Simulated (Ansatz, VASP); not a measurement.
**One calculation of MgS, two programs**

```
S Mg
1.0
     4.03462    0.00000    0.00000
    -2.01731    3.49409    0.00000
     0.00000    0.00000    6.43229
S Mg
2 2
Direct
  0.66667 0.33333 0.87924
  0.33333 0.66667 0.37924
  0.33333 0.66667 0.99575
  0.66667 0.33333 0.49575
```

The cell comes from a database or a generator and needn't be the stable form of this composition.

Alike in both runs: task single point; functional HSE(alpha, omega); k mesh 4 × 4 × 2; occupations fermi-dirac, width 0.05 eV; no spin polarisation.

```csv
,VASP,Ansatz
version,VASP 6.6.1,Ansatz 0.2.0
potentials or method,"VASP PAW PBE potentials, release 64 (S, Mg)",Ansatz PAW
plane-wave cutoff (eV),520,420
valence electrons in the cell,16,32
```

Ansatz gave:

* gap on the k mesh at the Fermi level (eV): 4.29
* least direct gap on the mesh (eV): 4.29
* pressure (GPa): 0.1
* largest component of the traceless stress (GPa): 0.23
* rms of the force components (eV/Å): 0.029

Q: What did VASP give for the same quantities?

A: gap on the k mesh at the Fermi level (eV): 4.28; least direct gap on the mesh (eV): 4.28; pressure (GPa): 0.0; largest component of the traceless stress (GPa): 0.21; rms of the force components (eV/Å): 0.030.

Atom by atom the forces differ by 0.001 eV/Å (rms over components). With one functional, cell and mesh, what is left measures potentials, basis and numerics. The two sets of potentials don't hold the same shells in valence.

Caveats: the k mesh is coarse (spacing up to 0.49 Å⁻¹), so the values aren't converged, least of all with exact exchange; the PAW data sets were made with another functional, which shifts forces and pressure a little (VASP); the PAW data sets come from PBE, with cores solved anew for the run's functional, which leaves a small shift of forces and pressure (Ansatz); the thresholds are loose for stress (Ansatz).
